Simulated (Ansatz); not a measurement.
**CHF3 (singlet): wB97M-V, B2PLYP, RPA-PBE over a series of basis sets**

An exercise on one series of results from a longer session: the logs are not shown, and one member is left open.

Method: all electrons in the functionals, frozen cores in the correlation of double hybrids and RPA; program: Ansatz 0.2.0, Gaussian basis.

Plan: wB97M-V, B2PLYP, RPA-PBE, at STO-3G; 6-31G; cc-pVDZ; 6-31G*; cc-pVTZ; cc-pVQZ.

14 further runs of the same task are left out: 1 that didn't finish, 13 set aside as unsound or not needed.

### What is computed

The geometry is an MP2(full)/6-31G* stationary point (not a proven minimum).

5 atoms, charge 0, spin multiplicity 1.

Atoms are counted from 1 here; the program's logs count them from 0.

Bond lengths: C1–H2 1.088 Å, C1–F3 1.343 Å, C1–F4 1.343 Å, C1–F5 1.343 Å. Angles: H2–C1–F3 110.5°, H2–C1–F4 110.5°, H2–C1–F5 110.5°, F3–C1–F4 108.5°, F3–C1–F5 108.5°, F4–C1–F5 108.5°.

No dispersion term is added; wB97M-V holds VV10 nonlocal correlation.

The first run:

The input, in.yaml:

```yaml
crystal:
  periodic: [false, false, false]
  atoms:
    - {symbol: C, position_ang: [0.000000, 0.000000, 0.366733]}
    - {symbol: H, position_ang: [0.000000, 0.000000, 1.455195]}
    - {symbol: F, position_ang: [0.000000, 1.258200, -0.103017]}
    - {symbol: F, position_ang: [1.089633, -0.629100, -0.103017]}
    - {symbol: F, position_ang: [-1.089633, -0.629100, -0.103017]}
basis:
  gaussian: {orbitals: STO-3G}
hamiltonian: {xc: {name: wB97M-V}}
output: {orbitals: {seedname: orbitals}}
```

The run is started by

```console
$ ansatz run in.yaml --threads 1 --pin off --events-out ev --progress --plain --max-ram 4096MiB --backend cpu
```

Steps of the session up to this table: wB97M-V, STO-3G; wB97M-V, 6-31G; wB97M-V, cc-pVDZ; wB97M-V, 6-31G*; wB97M-V, cc-pVTZ; wB97M-V, cc-pVQZ; B2PLYP, STO-3G; B2PLYP, 6-31G; B2PLYP, cc-pVDZ; B2PLYP, 6-31G*; B2PLYP, cc-pVTZ; B2PLYP, cc-pVQZ; RPA-PBE, STO-3G; RPA-PBE, 6-31G; RPA-PBE, cc-pVDZ; RPA-PBE, 6-31G*; RPA-PBE, cc-pVTZ; RPA-PBE, cc-pVQZ.

One table of the session follows, with a row left open; its other results are not shown here.

It belongs to the step «Against the wave-function levels». Atomisation energies, with free atoms from separate runs at the same level and basis (kJ/mol); wave-function rows come from earlier runs:

| level | 6-31G | cc-pVDZ | cc-pVTZ | cc-pVQZ |
| --- | --- | --- | --- | --- |
| wB97M-V | 1748.5 | 1919.0 | 1933.1 | 1929.3 |
| B2PLYP | 1642.0 | 1841.1 | 1901.0 | 1910.2 |
| RPA-PBE | 1301.3 | 1587.6 | 1715.8 | 1745.7 |
| RHF | 1046.4 | 1251.2 | 1304.3 | 1306.2 |
| RCCSD(T) | ? | ? | ? | ? |

Estimate the missing values for RCCSD(T).

**Answer.** 6-31G: 1493.0; cc-pVDZ: 1743.1; cc-pVTZ: 1864.5; cc-pVQZ: 1896.7. In the column «6-31G» it lies between RPA-PBE (1301.3) and B2PLYP (1642.0).

Caveats from the session: Core correlation, relativity and spin-orbit terms are not in the calculated values.
